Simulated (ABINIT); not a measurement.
Here is an ABINIT 10.8.3 (patched build) calculation.

Contents of run.abi:

```
ndtset 7
getwfk -1
scalecart1 3*0.9795861087
scalecart2 3*0.9864848297
scalecart3 3*0.9932883884
scalecart4 3*1.0000000000
scalecart5 3*1.0066227096
scalecart6 3*1.0131594038
scalecart7 3*1.0196128224

pp_dirpath "./"
pseudos "Pb.GGA_PBE-JTH.xml, O.GGA_PBE-JTH.xml"

acell 9.4391061578 9.4391061578 6.442078173
rprim
     1.0000000000     0.0000000000     0.0000000000
     0.0000000000     1.0000000000     0.0000000000
     0.0000000000     0.0000000000     1.0000000000
ntypat 2
znucl 82 8
natom 6
typat 1 1 2 2 2 2
xred
     0.5000000000     0.5000000000     0.5000000000
     0.0000000000     0.0000000000     0.0000000000
     0.6925710400     0.6925710400     0.0000000000
     0.8074289600     0.1925710400     0.5000000000
     0.1925710400     0.8074289600     0.5000000000
     0.3074289600     0.3074289600     0.0000000000

ecut 23.0
pawecutdg 45.0
pawxcdev 0

kptopt 1
ngkpt 6 6 8
nshiftk 1
shiftk 0.0 0.0 0.0

ixc 11

nband 32
occopt 3
tsmear 0.05 eV

nstep 100
tolvrs 1.0e-9

iomode 3
prtwf 1
prtden 0
prteig 0
prtebands 0
enunit 1
```

Potentials or basis: JTH PAW PBE v2.0.

The run is started by

```bash
$ abinit run.abi > log 2>&1
```

(1) What does it give for the pressure derivative of the bulk modulus?

(2) Predict the bulk modulus at fixed shape and positions.

(3) Predict the equilibrium volume.

Results:

(1) 5.1.

(2) 122 GPa.

(3) 14.85 Å³/atom.

Caveat: pressures at fixed basis lie under the slope of the energies; the cell was scaled at fixed shape and fractional positions, which overstates the stiffness of a crystal with free parameters, most of all of layers and chains.
